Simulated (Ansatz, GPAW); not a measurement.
# KBr: programs and potentials compared

```xyz
2
Lattice="0.0000 3.3000 3.3000 3.3000 0.0000 3.3000 3.3000 3.3000 0.0000" Properties=species:S:1:pos:R:3 pbc="T T T"
Br    3.3000    3.3000    3.3000
K     0.0000    0.0000    0.0000
```

Alike in all runs: task single point; functional PBE; k mesh 7 × 7 × 7; occupations gaussian, width 0.015 eV; no spin polarisation; no spin-orbit coupling. Pressure is positive in compression and, in plane waves, holds the error of the finite cutoff, which Ansatz's Pulay term estimates and takes out.

```csv
program and potentials,plane-wave cutoff (eV),notes,pressure (GPa)
"Ansatz, Ansatz PAW",420,-,0.72
"GPAW, GPAW PAW data sets (gpaw-data 1.2.1)",600,-,0.70
"Ansatz, all-electron LAPW, scalar-relativistic",-,-,0.72
```

The pressure spans 0.70 (GPAW, GPAW PAW data sets (gpaw-data 1.2.1)) to 0.72 GPa (Ansatz, Ansatz PAW), with all-electron results at 0.72.

The functional is the same throughout but for its coding, so the spread measures potentials, basis and numerics; runs on potential files found faulty are left out.
